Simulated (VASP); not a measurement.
# TiSe2: band structure with PBE

Crystal: TiSe2.

```
CELL_PARAMETERS angstrom
3.48353 0.00000 0.00000
-1.74177 3.01683 0.00000
0.00000 0.00000 5.85705
ATOMIC_POSITIONS crystal
Ti 0.00000 0.00000 0.00000
Se 0.33333 0.66667 0.26520
Se 0.66667 0.33333 0.73480
```

```
Program                : VASP 6.6.1
Task                   : band structure
Functional             : PBE
Potentials or basis    : VASP PAW PBE potentials, release 64 (Ti_sv, Se)
Cutoff                 : 520 eV
k mesh                 : 12 × 12 × 6
Occupations            : methfessel-paxton, width 0.1 eV
Spin                   : no spin polarisation
Further INCAR settings : ALGO = Normal; EDIFF = 1e-07
```

```json
{
  "Pressure": "3.6 GPa",
  "Largest force": "0.011 eV/Å",
  "Band gap along the path": "none (metal or under the smearing width)"
}
```

Forces on the atoms (eV/Å):
```
Ti   0.000  0.000  0.000
Se   0.000  0.000 -0.011
Se   0.000  0.000  0.011
```

Stress tensor (GPa, compression positive):
```
3.54 0.00 0.00
0.00 3.54 0.00
0.00 0.00 3.68
```

Levels at the corners of the path, in eV from the Fermi level:
```tsv
point	band 9	band 10	band 11	band 12	band 13	band 14	band 15	band 16
Γ	-2.25	0.38	0.51	0.51	0.58	0.61	0.61	3.29
M	-2.94	-2.86	-2.24	-1.42	0.05	1.47	1.89	3.22
M	-2.94	-2.86	-2.24	-1.42	0.05	1.47	1.89	3.22
K	-4.12	-2.68	-2.68	-2.40	1.24	1.75	1.75	2.61
K	-4.12	-2.68	-2.68	-2.40	1.24	1.75	1.75	2.61
Γ	-2.25	0.38	0.51	0.51	0.58	0.61	0.61	3.29
Γ	-2.25	0.38	0.51	0.51	0.58	0.61	0.61	3.29
A	-2.16	-2.16	0.29	0.29	0.49	0.49	1.28	3.75
A	-2.16	-2.16	0.29	0.29	0.49	0.49	1.28	3.75
L	-2.82	-2.55	-1.11	-0.85	-0.25	1.47	1.86	3.05
L	-2.82	-2.55	-1.11	-0.85	-0.25	1.47	1.86	3.05
H	-3.82	-3.41	-2.10	-2.10	1.25	1.26	1.26	3.61
H	-3.82	-3.41	-2.10	-2.10	1.25	1.26	1.26	3.61
A	-2.16	-2.16	0.29	0.29	0.49	0.49	1.28	3.75
L	-2.82	-2.55	-1.11	-0.85	-0.25	1.47	1.86	3.05
M	-2.94	-2.86	-2.24	-1.42	0.05	1.47	1.89	3.22
K	-4.12	-2.68	-2.68	-2.40	1.24	1.75	1.75	2.61
H	-3.82	-3.41	-2.10	-2.10	1.25	1.26	1.26	3.61
```

Run time: 64 s on 4 MPI ranks on Intel(R) Xeon(R) 6975P-C (Granite Rapids) (shared host), peak memory 0.3 GiB a rank.
